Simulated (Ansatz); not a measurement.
# TiAl: the cost of one run

Computed with Ansatz 0.2.0 (DFT LDA, scalar-relativistic, plane waves, PAW, unless a step's input says otherwise).

4 further runs of the same task are left out: 1 that didn't finish, 3 set aside as unsound or not needed.

### 1 The system as given

Symmetry: P4/mmm, No. 123, tetragonal system. Conventional cell: a = 2.765 Å, b = 2.765 Å, c = 4.004 Å, α = 90.00°, β = 90.00°, γ = 90.00°. Ti (site symmetry 4/mmm) is surrounded by 4 Ti at 2.77 Å and 8 Al at 2.80 Å. Al (site symmetry 4/mmm) has 4 Al at 2.77 Å and 8 Ti at 2.80 Å in its first shell of neighbours.

As a file:

```cif
data_structure
_symmetry_space_group_name_H-M 'P 1'
_symmetry_Int_Tables_number 1
_cell_length_a 2.7650
_cell_length_b 2.7650
_cell_length_c 4.0040
_cell_angle_alpha 90.000
_cell_angle_beta 90.000
_cell_angle_gamma 90.000
_cell_volume 30.61
loop_
_atom_site_label
_atom_site_type_symbol
_atom_site_fract_x
_atom_site_fract_y
_atom_site_fract_z
_atom_site_occupancy
Ti1 Ti 0.00000 0.00000 0.00000 1
Al1 Al 0.50000 0.50000 0.50000 1
```

It is the result of an earlier relaxation at this level (volume 15.31 Å³/atom; gap on the mesh: none (metal)).

### 2 The reference cell

The reference gives a free energy of -2964.0362 eV, pressure -0.02 GPa, largest force 0.000 eV/Å and gap on the mesh none (metal). It was computed beforehand with the settings of the runs below.

### 3 The disturbance

All atoms moved at random, sigma 0.25 Å a component. Displacements in the unstrained cell, with the mean shift removed:

```csv
atom,ux (Å),uy (Å),uz (Å)
Ti1,-0.126,0.076,0.006
Al2,0.126,-0.076,-0.006
```

### 4 Single point of the disturbed structure

input.yaml

```yaml
crystal:
  lattice:
    - [2.7650274507, 0.0, 0.0]
    - [0.0, 2.7650274507, 0.0]
    - [0.0, 0.0, 4.004032621]
  atoms:
    - { symbol: Ti, position: [-0.0456578354, 0.0275977814, 0.0013944336] }
    - { symbol: Al, position: [0.5456578354, 0.4724022186, 0.4986055664] }
basis:
  ecutwfc: 420
kpoints:
  mp_grid: { grid: [12, 12, 8] }
hamiltonian:
  xc: lda
scf:
  occupations: { method: gaussian, width: 0.15 }
output:
  forces: true
  stress: true
  eigenvalues: true
```

Started as:

```
$ ansatz run input.yaml --threads 2 --pin off --max-ram 5120MiB --backend cpu --events-out ev --progress --plain --runs-dir out
```

Q: Estimate wall time and peak memory on 2 threads of Intel Xeon Platinum 8375C at 2.90GHz (Ice Lake), shared host.

About 7.8 s, with a peak of 0.59 GiB.
